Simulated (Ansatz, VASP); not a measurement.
# GaN: VASP beside Ansatz

Wanted: the spread between two codes on one cell, functional and k mesh. The structure shown comes from an earlier Ansatz run, which isn't shown and may have moved the atoms alone.

Calculated with Ansatz 0.2.0; plane waves, with VASP 6.6.1 beside it; elastic constants at r2SCAN.

### Step 1. The starting structure

Symmetry: P6_3mc, No. 186, hexagonal system. Conventional cell: a = 3.183 Å, b = 3.183 Å, c = 5.184 Å, α = 90.00°, β = 90.00°, γ = 120.00°. Ga has 4 N at 1.95 Å nearest. Nearest to N lie 4 Ga at 1.95 Å. Farther neighbours and most contacts between anions are not listed.

Coordinates:

```
Ga N
1.0
     3.18308    0.00000    0.00000
    -1.59154    2.75663    0.00000
     0.00000    0.00000    5.18360
Ga N
2 2
Cartesian
  0.0000 1.8378 0.0213
  1.5915 0.9189 2.6131
  0.0000 1.8378 1.9744
  1.5915 0.9189 4.5662
```

### Step 2. Ansatz: elastic constants, r2SCAN

Ansatz runs on its default PAW (the set named soft_2) files.

Elastic constants are differences of stresses under small strains, so they test the stress and the mesh.

File input.yaml:

```yaml
crystal:
  lattice:
    - [3.1830773135, 0.0, 0.0]
    - [-1.5915386567, 2.7566258157, 0.0]
    - [0.0, 0.0, 5.1836000676]
  atoms:
    - { symbol: Ga, position: [0.3333333333, 0.6666666667, 0.0041130056] }
    - { symbol: Ga, position: [0.6666666667, 0.3333333333, 0.5041130056] }
    - { symbol: "N", position: [0.3333333333, 0.6666666667, 0.3808869944] }
    - { symbol: "N", position: [0.6666666667, 0.3333333333, 0.8808869944] }
kpoints:
  mp_grid: { grid: [9, 9, 6] }
hamiltonian:
  xc: r2scan
scf:
  occupations: { method: gaussian, width: 0.02 }
output:
  forces: true
  stress: true
  eigenvalues: true
elastic:
  mode: relaxed_ion
  stencil: two_point
```

Command:

```
$ ansatz run input.yaml --threads 4 --pin off --max-ram 8192MiB --backend cpu --events-out ev --progress --plain --runs-dir out
```

Numbers of over 12 decimals in the logs are rounded to 6 here.

What it wrote:

```text
Engine: ansatz 0.2.0, aarch64-unknown-linux-gnu
Pseudopotentials: kind: paw
Pseudopotential: Ga, paw, valence charge 13, recommended cutoff 500 eV (meta_gga), Ga.paw.azcp
Pseudopotential: N, paw, valence charge 5, recommended cutoff 500 eV (meta_gga), N.paw.azcp
Functional definition: r2SCAN
  parameter k0 = 0.174
  parameter k1 = 0.065
  parameter a1 = 4.9479
  exchange = r2scan_x(k0 = k0, k1 = k1, a1 = a1)
  correlation = r2scan_c
Crystal: 4 atoms, lattice volume = 45.484 Å³
Basis set: ecut = 500 eV, 1129 PW (Γ), exchange–correlation on 96×96×160 points (64 copies of the dense FFT grid, shifted against one another)
Bands: 22, of which v1, the nominal top of the filled ones, is band 18 counted from 1 (17 counted from 0)
Symmetry: 12 space group operations
Space group: P63mc (ITA 186), of the structure as read, at distance tolerance 3.6e-5 Å
k-points: 48 of 486 (time reversal used)
Non-local potential: Ga, projectors of the file, l = 0: 2, l = 1: 2, l = 2: 3, l = 3: 1
Non-local potential: N, projectors of the file, l = 0: 2, l = 1: 2, l = 2: 1
PAW form: soft (Blöchl's): semilocal exchange-correlation on the pseudo side does not see the compensation charge
PAW frozen core: Ga, regenerated for the run's functional (the file was generated under x = pbe(κ = 0.804, μ = 0.219515), c = pbe(β = 0.066725))
PAW frozen core: N, regenerated for the run's functional (the file was generated under x = pbe(κ = 0.804, μ = 0.219515), c = pbe(β = 0.066725))
PAW one-centre angular grid: Ga, 590 points (default); XC on 160 Gauss nodes
PAW one-centre angular grid: N, 302 points (default); XC on 160 Gauss nodes
Initial density: superposition of atomic densities (neutral atoms: chi_scale 0, normalization atom), corrected by the library's trained network
Initial wavefunctions: pseudopotential atomic-orbital guess
Functional: x = r2scan, c = r2scan; τ floored in thin density (d = 2e-4 eV/Å³)
SCF iter   1: F=—  HF=-8352.711472 eV  |F-HF|=—  |Δ(HF+E_count)|=         —  Δρ=1.25e-2  dr2=2.67e-2  dr2_τ=1.92e-1  ethr=1.77e-3  ⟨swp⟩=5.6  Hψ=4429  notcnv=0
preconditioner: auto → Resta (q_TF=auto, 2.624 Å⁻¹)  ε∞=4.5  [insulator: Δε(μ)=2.312 eV  Ē_g=17.648 eV  σ=0.020 eV  W_gap=1.00  n_scr=22 (ndim 8)  ℏωp=33.0 eV  f_vac=0.008  D(μ)=0.00/eV (n_scr^D=0)  ε∞_Penn≈4.5]
SCF iter   2: F=—  HF=-8352.774836 eV  |F-HF|=—  |Δ(HF+E_count)|=   6.34e-2  Δρ=5.86e-3  dr2=9.50e-3  dr2_τ=3.20e-4  ethr=7.41e-5  ⟨swp⟩=2.9  Hψ=2649  notcnv=0
SCF iter   3: F=—  HF=-8352.774297 eV  |F-HF|=—  |Δ(HF+E_count)|=   5.40e-4  Δρ=3.70e-3  dr2=2.66e-3  dr2_τ=8.79e-5  ethr=2.64e-5  ⟨swp⟩=3.0  Hψ=2024  notcnv=0
SCF iter   4: F=—  HF=-8352.774312 eV  |F-HF|=—  |Δ(HF+E_count)|=   1.56e-5  Δρ=2.98e-4  dr2=2.29e-5  dr2_τ=8.09e-6  ethr=7.39e-6  ⟨swp⟩=3.0  Hψ=2014  notcnv=0
SCF iter   5: F=—  HF=-8352.774337 eV  |F-HF|=—  |Δ(HF+E_count)|=   2.49e-5  Δρ=1.32e-4  dr2=4.03e-6  dr2_τ=4.55e-7  ethr=6.37e-8  ⟨swp⟩=2.0  Hψ=1826  notcnv=0
SCF iter   6: F=—  HF=-8352.774337 eV  |F-HF|=—  |Δ(HF+E_count)|=   6.85e-8  Δρ=3.87e-5  dr2=7.18e-7  dr2_τ=3.30e-8  ethr=1.12e-8  ⟨swp⟩=2.7  Hψ=1920  notcnv=0
SCF iter   7: F=—  HF=-8352.774340 eV  |F-HF|=—  |Δ(HF+E_count)|=   2.84e-6  Δρ=1.77e-5  dr2=1.40e-7  dr2_τ=9.46e-9  ethr=1.99e-9  ⟨swp⟩=2.1  Hψ=1904  notcnv=0
SCF iter   8: F=—  HF=-8352.774340 eV  |F-HF|=—  |Δ(HF+E_count)|=   2.21e-8  Δρ=8.30e-6  dr2=3.07e-8  dr2_τ=5.64e-10  ethr=3.89e-10  ⟨swp⟩=1.8  Hψ=1193  notcnv=0
SCF iter   9: F=—  HF=-8352.774340 eV  |F-HF|=—  |Δ(HF+E_count)|=   5.17e-9  Δρ=1.26e-6  dr2=7.20e-10  dr2_τ=7.19e-12  ethr=8.53e-11  ⟨swp⟩=2.0  Hψ=1343  notcnv=0
SCF iter  10: F=—  HF=-8352.774340 eV  |F-HF|=—  |Δ(HF+E_count)|=  1.58e-10  Δρ=6.46e-8  dr2=1.53e-12  dr2_τ=3.20e-14  ethr=2.00e-12  ⟨swp⟩=2.0  Hψ=1396  notcnv=0
SCF iter  11: F=-8352.774340 eV  HF=-8352.774340 eV  |F-HF|=3.64e-12  |Δ(HF+E_count)|=  5.46e-12  Δρ=8.04e-9  dr2=2.70e-14  dr2_τ=9.03e-16  ethr=1.00e-12  ⟨swp⟩=3.0  Hψ=4280  notcnv=0
SCF 1 converged in 11 iterations: F = -8352.774340 eV  dr2 = 2.70e-14
  greatest PAW one-centre occupation: 0.995 electrons in one spin orbital (limit 2), on the Ga atom at site 0 (counted from 0), in its partial waves of l = 2
relax step   1: F+E_penalty+E_count = -8352.77434003 eV  Δ(F+E_penalty+E_count) = +0.000e0 eV  max|allowed force component| = 1.517e-4 eV/Å  Δτ_max = 0.0000 Å  (11 SCF iters, accepted)
[...]
relax step   2: F+E_penalty+E_count = -8352.77428131 eV  Δ(F+E_penalty+E_count) = -9.024e-6 eV  max|allowed force component| = 2.446e-4 eV/Å  Δτ_max = 0.0004 Å  (8 SCF iters, accepted)
[...]
relax step   3: F+E_penalty+E_count = -8352.77428131 eV  Δ(F+E_penalty+E_count) = -3.682e-9 eV  max|allowed force component| = 6.056e-5 eV/Å  Δτ_max = 0.0000 Å  (6 SCF iters, accepted)
[...]
relax step   4: F+E_penalty+E_count = -8352.77428131 eV  Δ(F+E_penalty+E_count) = -2.874e-10 eV  max|allowed force component| = 1.447e-6 eV/Å  Δτ_max = 0.0000 Å  (5 SCF iters, accepted)
iter 1 solved again at ethr=1.00e-12 eV; its pass at ethr=3.10e-3 eV (dr2=1.09e-13 eV) is discarded
SCF iter   1: F=—  HF=-8352.774281 eV  |F-HF|=—  |Δ(HF+E_count)|=         —  Δρ=1.07e-8  dr2=3.73e-14  dr2_τ=1.10e-15  ethr=1.00e-12  ⟨swp⟩=2.0  Hψ=15279  notcnv=0
SCF iter   2: F=-8352.774281 eV  HF=-8352.774281 eV  |F-HF|=0.00e0  |Δ(HF+E_count)|=  5.46e-12  Δρ=5.97e-9  dr2=1.31e-14  dr2_τ=3.48e-16  ethr=1.00e-12  ⟨swp⟩=4.0  Hψ=10993  notcnv=0
SCF 31 converged in 2 iterations: F = -8352.774281 eV  dr2 = 1.31e-14
SCF converged after 2 iterations
Free energy (F): -8352.774340 eV
Harris-Foulkes:  -8352.774340 eV  (|F-HF|=1.82e-12)
Internal energy: -8352.774340 eV  (E = F + TS)
E sigma→0 (E₀):  -8352.774340 eV
Fermi energy:    10.662402 eV
--- Per-component energies (eV) ---
  E_band       = -29.644938
  E_kinetic    = 494.369520
  E_local      = -3904.006635  (includes V_loc(G=0)·N_el)
  E_nonlocal   = 952.977808
  E_hartree    = 1801.757391
  E_xc         = -243.549187
  E_vxc        = -287.265848  (∫ρ·V_xc dr)
  E_paw        = -4274.772212  (= ΣΔE_a)
  E_vpaw       = -904.916287  (= ΣTr[D̂ρ^β])
  E_aug_tail   = -0.000045  (compensation charges beyond the density's cutoff)
  E_vtau       = 15.681770  (kinetic-family band-sum trace: ∫τ·v_τ [+ j·A + Jᵃ·Aᵃ] dr)
  E_ewald      = -3178.185711
  E_core_change = -1.365269  (= ΣΔE_core)
  E_smearing   = -0.000000  (= −TS)
  E_closure    = 0.000000  (closes the sum)
  Σ components = -8352.774340   (vs F -8352.774340, Δ=0.00e0)
--- Forces (eV/Å), atoms counted from 1 ---
  atom   1  Ga     0.00000000    -0.00000000     0.00000525
  atom   2  Ga     0.00000000    -0.00000000     0.00000525
  atom   3  N      0.00000000     0.00000000     0.00000496
  atom   4  N     -0.00000000    -0.00000000     0.00000496
  max |Σ_I F_I| component: 2.04e-5 eV/Å
--- Stress (GPa, compression-positive) ---
        0.004980       0.000000       0.000000
        0.000000       0.004980      -0.000000
       -0.000000      -0.000000       0.002433
  P = ⅓ Tr σ = 0.0041 GPa (0.041 kbar)
--- Band table (eV; the first three rows and the last of 48) ---
  k-point 0: bands = [... 14 lower, 8.4195, 9.4508, 9.4869, 9.4869, 11.8378, 14.3216, 19.4578, 20.0869]
  k-point 1: bands = [... 14 lower, 8.4877, 8.6497, 9.4122, 9.4122, 12.5120, 14.3750, 19.2506, 20.1161]
  k-point 2: bands = [... 14 lower, 8.6766, 8.6766, 9.2104, 9.2104, 13.5547, 14.4527, 18.8232, 19.2558]
  k-point 47: bands = [... 14 lower, 5.1881, 5.1881, 7.9618, 7.9618, 16.5194, 16.5194, 17.3677, 17.3677]
--- Elastic constants: 3 strain directions × 2 members + reference (group order 12) ---
  dense FFT box of the reference and of every strained cell: 24×24×40
  strains applied: 11, 33, 23; error gains: componentwise 1.00 (the most a stress slope's error grows in a printed constant), spectral 1.41 (1 for all six strains in a standard setting)
  reference relaxed by the batch: 3 steps; max|allowed force component| 1.52e-4 eV/Å at the deck's positions, 9.43e-8 at the last accepted step, 1.46e-7 by the solve of record
  largest displacement 6.3e-6 Å; the constants are those of the deck's cell at these positions:
  atoms:
    - { symbol: Ga, position: [0.333333, 0.666667, 0.00411179] }
    - { symbol: Ga, position: [0.666667, 0.333333, 0.504112] }
    - { symbol: N, position: [0.333333, 0.666667, 0.380888] }
    - { symbol: N, position: [0.666667, 0.333333, 0.880888] }
  C = ∂σ_k/∂η_j (tension-positive GPa; Voigt order 11 22 33 23 13 12):
       363.026    132.716     94.939     -0.000     -0.000      0.000
       132.716    363.026     94.939      0.000     -0.000     -0.000
        94.957     94.957    400.719     -0.000     -0.000      0.000
        -0.000     -0.000     -0.000     97.999     -0.000      0.000
         0.000      0.000      0.000      0.000     97.999     -0.000
         0.000     -0.000      0.000     -0.000      0.000    115.155
  reference stress σ⁰ (GPa):     -0.005     -0.005     -0.002      0.000      0.000     -0.000
  C* (energy form; C + prestress term) asymmetry max|C*_kj − C*_jk| = 2.066e-2 GPa — a small one proves nothing (zero by symmetry where the batch's group is 432, −43m or m−3m); a large one is finite-difference/SCF noise where every solve meets its electron count
  moduli (Voigt/Reuss/Hill, GPa): K = 196.89/196.89/196.89   G = 115.84/112.82/114.33   E = 287.37   ν = 0.257
  mechanically stable: yes (min eigenvalue of sym C = 98.00 GPa)
  strain η (Voigt 11):  stress-route row diagonal C_11 = 363.03 GPa, energy-path curvature d²(F+E_count+ΔE)/dδ²/Ω₀ = 363.03 GPa
         δ    σ_11 (GPa)             F (eV)   n_scf  n_hpsi   n_pw
    -2.000e-3      -0.7344       -8352.7741281       2   19236   1182   relax 4 steps, max|allowed force component| 2.52e-6 eV/Å
     2.000e-3       0.7177       -8352.7741340       2   19690   1182   relax 3 steps, max|allowed force component| 9.58e-7 eV/Å
  strain η (Voigt 33):  stress-route row diagonal C_33 = 400.72 GPa, energy-path curvature d²(F+E_count+ΔE)/dδ²/Ω₀ = 400.73 GPa
         δ    σ_33 (GPa)             F (eV)   n_scf  n_hpsi   n_pw
    -2.000e-3      -0.8063       -8352.7741136       2    9487   1182   relax 3 steps, max|allowed force component| 1.33e-6 eV/Å
     2.000e-3       0.7966       -8352.7741024       2    9510   1182   relax 3 steps, max|allowed force component| 1.68e-6 eV/Å
  strain η (Voigt 23):  stress-route row diagonal C_44 = 98.00 GPa, energy-path curvature d²(F+E_count+ΔE)/dδ²/Ω₀ = 98.06 GPa
         δ    σ_23 (GPa)             F (eV)   n_scf  n_hpsi   n_pw
    -2.000e-3      -0.1960       -8352.7742813       2   27785   1182   relax 3 steps, max|allowed force component| 8.44e-6 eV/Å
     2.000e-3       0.1960       -8352.7742813       2   27671   1182   relax 4 steps, max|allowed force component| 1.45e-6 eV/Å
```

(Part 1 of 2 ends here.)

[Lines on the potential files, build, host, timing and source positions are cut from VASP's logs without a mark.]

[Logs are printed without paths, hosts, clocks, repeated set-up lines and the standing remarks that a program may print on its own settings, such as how far it seeks lower states.]

[Hosts, paths, dates, database ids (printed as entryN), source tags and the programs' standing remarks are cut or masked in the printed files.]
